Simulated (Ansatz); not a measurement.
# C: the cost of one run

Program: Ansatz 0.2.0. Level of theory: DFT PBE+D3(BJ), scalar-relativistic, plane waves, PAW. These are calculated values, not measurements.

## 1. The starting structure

It takes space group P-3m1 (No. 164, trigonal). The conventional cell has a = 2.460 Å, b = 2.460 Å, c = 20.018 Å, α = 90.00°, β = 90.00°, γ = 120.00°. C (site symmetry 3m) has 3 C at 1.42 Å as nearest neighbours.

Coordinates:

```
C
1.0
     2.46000    0.00000    0.00000
    -1.23000    2.13042    0.00000
     0.00000    0.00000   20.01783
C
2
Cartesian
  0.0000 0.0000 10.0000
  1.2300 0.7101 10.0178
```

Free-standing sheet.

## 2. Relaxing the sheet and its cell in the plane

Contents of input.yaml:

```yaml
crystal:
  lattice:
    - [2.45999892, 0.0, 0.0]
    - [-1.22999946, 2.13042156, 0.0]
    - [0.0, 0.0, 20.0178333307]
  atoms:
    - { symbol: C, position: [0.0, 0.0, 0.4995545639] }
    - { symbol: C, position: [0.66666667, 0.33333333, 0.5004454361] }
basis:
  ecutwfc: 420
  fft_grid_basis: typed
kpoints:
  mp_grid: { grid: [15, 15, 1] }
hamiltonian:
  xc: pbe
  dispersion: d3bj
scf:
  occupations: { method: gaussian, width: 0.05 }
output:
  forces: true
  eigenvalues: true
  stress: true
efield:
  axis: 3
  dipole_correction: true
  ramp_width: 0.04
relax:
  adjacent_minimum: "off"
  f_tol: 0.02
  max_steps: 60
  cell: { fix: [c, alpha, beta], stress_tol: 0.05 }
```

Launch:

```console
$ ansatz run input.yaml --threads 4 --pin off --max-ram 8192MiB --backend cpu --events-out ev --progress --plain --runs-dir out
```

What time and memory should one allow on 4 threads of Intel Xeon Platinum 8259CL at 2.50GHz (Skylake/Cascade Lake), shared host?

About 4.6 s, with a peak of 0.45 GiB.
